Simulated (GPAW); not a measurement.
A run of GPAW 26.7.0 is set up as follows.

File run.py:

```python
from ase import Atoms
from ase.filters import FrechetCellFilter
from ase.io import write
from ase.optimize import BFGS
from gpaw import GPAW, PW, setup_paths

setup_paths.insert(0, '.')

atoms = Atoms(['Ge', 'Ge'],
              cell=[[0.0, 2.82891, 2.82891],
                    [2.82891, 0.0, 2.82891],
                    [2.82891, 2.82891, 0.0]],
              scaled_positions=[[0.75, 0.75, 0.75],
                                [0.5, 0.5, 0.5]],
              pbc=True)

calc = GPAW(mode=PW(600),
            xc='PBEsol',
            kpts={'size': (8, 8, 8), 'gamma': True},
            occupations={'name': 'fermi-dirac', 'width': 0.05},
            nbands=11,
            convergence={'density': 1e-05, 'forces': 0.0001},
            maxiter=150,
            txt='gpaw.txt')
atoms.calc = calc
opt = BFGS(FrechetCellFilter(atoms), trajectory='relax.traj', logfile='-')
done = opt.run(fmax=0.02, steps=60)
calc.write('gs.gpw')
write('result.traj', atoms)
print('Converged:', done)
print('Cell:', atoms.cell.cellpar().round(4))
print('Volume:', round(atoms.get_volume(), 4))
print(atoms.get_scaled_positions().round(5))
```

Potentials or basis: PAW data sets generated in the run's folder for this functional, pw.

Run with:

```console
$ gpaw-setup -f PBEsol Ge
$ OMP_NUM_THREADS=1 python run.py
```

**Question.** Estimate the relaxed volume.

**Answer.** 22.95 Å³/atom.

**Question.** Estimate the relaxed cell.

**Answer.** a = 4.019 Å, b = 4.019 Å, c = 4.019 Å, α = 60.00°, β = 60.00°, γ = 60.00°.

**Question.** What does it give for the space group after relaxing (to 0.05 Å)?

**Answer.** Fd-3m (No. 227).

The path:
```csv
step,energy change (eV),largest force (eV/Å),pressure (GPa),volume (Å³)
1,0.0000,0.0000,0.95,45.28
2,-0.0007,0.0000,0.75,45.41
3,-0.0019,0.0000,0.01,45.91
```

Caveat: later steps reuse the first step's grids.

The cell as given is a measured one (22.64 Å³/atom); PBEsol puts the equilibrium volume +1.4 % from it, thermal expansion not counted.
